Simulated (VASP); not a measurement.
# Al₂Au: restarted molecular dynamics, 2 variants

Al₂Au, Fm-3m (no. 225), 12 atoms in the cell. PBE, molecular dynamics; PAW potentials Au, Al (PBE set).

| Restart from | Temperature at the end (K) | The same without a restart (K) | Potential energy at the end (eV/atom) | The same without a restart (eV/atom) | Electronic steps in the first step after the restart | Time (s) |
|---|---|---|---|---|---|---|
| CONTCAR with velocities, WAVECAR read | 282.0 | 282.0 | -4.01981 | -4.01982 | 4 | 168 |
| CONTCAR with velocities, no WAVECAR | 282.0 | 282.0 | -4.01981 | -4.01982 | 15 | 133 |

Limits: 120 fs of 12 atoms are too short for converged averages.

## Input of the first row

INCAR.step1:
```
SYSTEM = Al2Au
GGA = PE
PREC = Normal
ENCUT = 240
EDIFF = 1E-6
NELMIN = 4
NELM = 60
ALGO = Fast
LREAL = Auto
LASPH = .TRUE.
ISMEAR = -1
SIGMA = 0.05
ISYM = 0
LWAVE = .TRUE.
LCHARG = .FALSE.
IBRION = 0
NSW = 30
POTIM = 2.0
TEBEG = 1000
ISIF = 2
RANDOM_SEED = 694296 0 0
MDALGO = 2
SMASS = -3
KPAR = 2
```

INCAR.step2, as INCAR.step1 but for:
```
- LWAVE = .TRUE.
+ LWAVE = .FALSE.
```

KPOINTS:
```
k-points
0
Monkhorst-Pack
  2 2 2
```

POSCAR.step1:
```
Al2Au
1.0
    6.0000000000      0.0000000000      0.0000000000
    0.0000000000      6.0000000000      0.0000000000
    0.0000000000      0.0000000000      6.0000000000
Au Al
4 8
Direct
    0.0000000000      0.0000000000      0.0000000000
    0.0000000000      0.5000000000      0.5000000000
    0.5000000000      0.0000000000      0.5000000000
    0.5000000000      0.5000000000      0.0000000000
    0.2500000000      0.2500000000      0.7500000000
    0.2500000000      0.7500000000      0.7500000000
    0.2500000000      0.7500000000      0.2500000000
    0.2500000000      0.2500000000      0.2500000000
    0.7500000000      0.2500000000      0.2500000000
    0.7500000000      0.7500000000      0.2500000000
    0.7500000000      0.7500000000      0.7500000000
    0.7500000000      0.2500000000      0.7500000000
```

Commands (each step's output is kept before the next begins):
```
cat potpaw_PBE.64/Au/POTCAR potpaw_PBE.64/Al/POTCAR > POTCAR
cp INCAR.step1 INCAR
cp POSCAR.step1 POSCAR
mpirun -np 2 vasp_std > vasp.out
cp CONTCAR POSCAR
cp INCAR.step2 INCAR
mpirun -np 2 vasp_std > vasp.out
```

Changes of the last row against the first:
```
(step 1)
- LWAVE = True
+ LWAVE = False
```

VASP 6.6.1 took 168 s on 2 cores (Intel Xeon Platinum 8488C (Sapphire Rapids)), a shared host.
